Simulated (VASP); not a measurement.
# LiH in VASP 6.6.1, single-point calculation

INCAR

```
NSW = 0
SIGMA = 0.01
ISMEAR = -5
LASPH = .TRUE.
EDIFF = 0.0001
ENCUT = 520
GGA = PE
ISIF = 2
NBANDS = 9
LWAVE = .FALSE.
LCHARG = .FALSE.
IBRION = -1
LREAL = .FALSE.
PREC = Accurate
NELM = 84
```

KPOINTS

```
KPOINTS created by Atomic Simulation Environment
0
Gamma
10 10 10
0 0 0
```

POSCAR

```
Li H
 1.0000000000000000
     0.0050074871000000    2.0029948411000000    2.0029948411000000
     2.0029948411000000    0.0050074871000000    2.0029948411000000
     2.0080023281999999    2.0080023281999999    0.0000000000000000
 Li  H
   1   1
Cartesian
  0.0000000000000000  0.0000000000000000  0.0000000000000000
  2.0080023281999999  2.0080023281999999  2.0029948411000000
```

The recommended PBE PAW datasets give the neutral cell 4 valence electrons.

Command

```
mpirun -np 1 vasp_std
```

Q: Predict the outcome of this run.

A: It converged. Results: gap between bands v and c on the k mesh 2.98 eV; least direct gap on the k mesh 2.98 eV; pressure -0.2 GPa. Band v is the last that the valence electrons fill when counted band by band, and c is the next.

OSZICAR

```
N       E                     dE             d eps       ncg     rms          rms(c)
DAV:   1    -0.155073739262E+01   -0.15507E+01   -0.14550E+03  3142   0.404E+02
DAV:   2    -0.630545700278E+01   -0.47547E+01   -0.47311E+01  4293   0.555E+01
DAV:   3    -0.636942772484E+01   -0.63971E-01   -0.63937E-01  3854   0.542E+00
DAV:   4    -0.636968398304E+01   -0.25626E-03   -0.25623E-03  4212   0.307E-01
DAV:   5    -0.636968527277E+01   -0.12897E-05   -0.12897E-05  3828   0.148E-02    0.287E+00
DAV:   6    -0.618655873958E+01    0.18313E+00   -0.14831E-01  3390   0.120E+00    0.144E+00
DAV:   7    -0.612524280684E+01    0.61316E-01   -0.19225E-01  3583   0.154E+00    0.220E-01
DAV:   8    -0.612704425927E+01   -0.18015E-02   -0.44443E-03  3610   0.432E-01    0.435E-02
DAV:   9    -0.612700336389E+01    0.40895E-04   -0.15696E-04  3871   0.486E-02
   1 F= -.61270034E+01 E0= -.61270034E+01  d E =0.000000E+00
```

Standard output (part)

```
POSCAR found type information on POSCAR LiH
 POSCAR found :  2 types and       2 ions
 LDA part: xc-table for (Slater+PW92), standard interpolation
 POSCAR, INCAR and KPOINTS ok, starting setup
 WAVECAR not read
 entering main loop
```

For comparison, a separate PBE run of the intended cell, on usual settings and not on those above, gives a gap of 2.98 eV on its mesh and a pressure of -0.2 GPa.
